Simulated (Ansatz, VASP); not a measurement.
# CdTe in VASP and in Ansatz

```
Cd Te
1.0
     0.00000    3.20434    3.20434
     3.20434    0.00000    3.20434
     3.20434    3.20434    0.00000
Cd Te
1 1
Direct
  0.00000 0.00000 0.00000
  0.75000 0.75000 0.75000
```

Alike in both runs: functional LDA; k mesh 8 × 8 × 8; no spin polarisation.

Ansatz relaxed the structure, and its values are those at the end. VASP's run is a single point on that final structure, the one shown.

|  | VASP | Ansatz |
| --- | --- | --- |
| version | VASP 6.6.1 | Ansatz 0.2.0 |
| potentials or method | VASP PAW LDA potentials, release 64 (Cd, Te) | scalar-relativistic, plane waves, PAW |
| plane-wave cutoff (eV) | 520 | 420 |
| occupations | gaussian, width 0.01 eV | fixed |
| valence electrons in the cell | 18 | 36 |

|  | VASP | Ansatz | Ansatz less VASP |
| --- | --- | --- | --- |
| gap on the k mesh at the Fermi level (eV) | 0.66 | 0.61 | -0.042 |
| least direct gap on the mesh (eV) | 0.66 | 0.61 | -0.042 |
| pressure (GPa) | 0.3 | 0.0 | -0.25 |

The two sets of potentials don't hold the same shells in valence.

Caveats: spin-orbit coupling is left out, which moves the levels of the heavy elements.
